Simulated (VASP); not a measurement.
**Cu: elastic constants with LDA**

Cu:

```
CELL_PARAMETERS angstrom
0.00000 1.76215 1.76215
1.76215 0.00000 1.76215
1.76215 1.76215 0.00000
ATOMIC_POSITIONS crystal
Cu 0.00000 0.00000 0.00000
```

The cell was built by a generator and needn't be a form met in nature.

```
Program                   : VASP 6.6.1
Task                      : elastic constants
Functional                : LDA
Potentials or basis       : VASP PAW LDA potentials, release 64 (Cu)
Cutoff                    : 600 eV
k mesh                    : 24 × 24 × 24
Occupations               : methfessel-paxton, width 0.2 eV
Spin                      : no spin polarisation
Ions in elastic constants : relaxed
Further INCAR settings    : ALGO = Normal; EDIFF = 1e-08; IBRION = 6; POTIM = 0.015; NSW = 1; ISIF = 3
```

```
Elastic constants C11, C12, C44 : 232, 160, 105 GPa
Voigt bulk modulus              : 184 GPa
```

Elastic tensor in Voigt notation (GPa, in the Cartesian axes of the cell as first typed):
```
232 160 160   0   0   0
160 232 160   0   0   0
160 160 232   0   0   0
  0   0   0 105   0   0
  0   0   0   0 105   0
  0   0   0   0   0 105
```

Clamped-ion elastic tensor (GPa):
```
232 160 160   0   0   0
160 232 160   0   0   0
160 160 232   0   0   0
  0   0   0 105   0   0
  0   0   0   0 105   0
  0   0   0   0   0 105
```

It took 6.6 min on 8 MPI ranks on AMD EPYC 7R43 64-Core Processor (Zen 3), on a shared host, peak memory 0.77 GiB a rank.
